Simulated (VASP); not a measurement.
A run of VASP 6.6.1 is set up as follows.

Contents of INCAR:

```
SYSTEM = C
PREC     = Accurate       ! precision mode
ENCUT    = 520            ! plane-wave cutoff, eV
EDIFF    = 1E-6           ! SCF threshold, eV
ISMEAR   = 0              ! smearing method
SIGMA    = 0.1            ! smearing width, eV
LREAL    = .FALSE.        ! projectors in reciprocal space
LASPH    = .TRUE.         ! aspherical terms in the spheres
NELM     = 80             ! most SCF steps
ALGO     = Normal         ! electronic algorithm
ISIF     = 2              ! what is computed and relaxed
LWAVE    = .FALSE.        ! write WAVECAR
LCHARG   = .FALSE.        ! write CHGCAR
LDIPOL   = .TRUE.       
IDIPOL   = 3            
DIPOL    = 0.5 0.5 0.500
GGA      = CA             ! functional
NBANDS   = 11             ! bands
```

File KPOINTS:

```
regular mesh
0
G
  21 21 1
  0 0 0
```

Contents of POSCAR:

```
C
1.0
    2.4450622774      0.0000000000      0.0000000000
   -1.2225311387      2.1174860461      0.0000000000
    0.0000000000      0.0000000000     28.0000000000
C
2
Direct
    0.3333333333      0.6666666667      0.4999998661
    0.6666666667      0.3333333333      0.5000001339
```

Potentials or basis: VASP PAW LDA potentials, release 64 (C).

The run is started by

```console
$ cat potpaw_LDA.64/C/POTCAR > POTCAR
$ mpirun -np 1 vasp_std > vasp.out
```

**Question.** What does it give for the band gap on the k mesh?

**Answer.** None (metal or under the smearing width).
